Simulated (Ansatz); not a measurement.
Input of an Ansatz 0.2.0 run:

File input.yaml:

```yaml
crystal:
  lattice:
    - [0.0, 3.2145, 3.2145]
    - [3.2145, 0.0, 3.2145]
    - [3.2145, 3.2145, 0.0]
  atoms:
    - { symbol: Hg, position: [0.0, 0.0, 0.0] }
    - { symbol: Te, position: [0.75, 0.75, 0.75] }
kpoints:
  mp_grid: { grid: [7, 7, 7] }
scf:
  occupations: { method: fermi_dirac, width: 0.05 }
hamiltonian:
  xc: pbesol
  pseudopotentials: { kind: all_electron, lapw: { basis_error: 0.001 } }
output:
  forces: true
  stress: true
relax:
  f_tol: 0.02
  max_steps: 60
  cell: { p_target: 10 }
```

Potentials or basis: all-electron LAPW, scalar-relativistic.

Run with:

```sh
$ ansatz run input.yaml --threads 1 --pin off --max-ram 3072MiB --backend cpu --events-out ev --progress --plain --runs-dir out
```

Question: Predict the relaxed cell.

Answer: a = 4.368 Å, b = 4.368 Å, c = 4.368 Å, α = 60.00°, β = 60.00°, γ = 60.00°.

Question: Predict the space group after relaxing (to 0.05 Å).

Answer: F-43m (No. 216).

Question: Estimate the relaxed volume.

Answer: 29.47 Å³/atom.

Step by step:
```
step  energy change (eV)  largest force (eV/Å)  volume (Å³)
   1              0.0000                0.0000        66.43
   2              0.3780                0.0000        57.18
   3              0.2312                0.0000        59.30
   4              0.2532                0.0000        58.94
   5              0.2532                0.0000        58.94
```

The run has no spin-orbit coupling, so splittings on Hg, Te are missing.
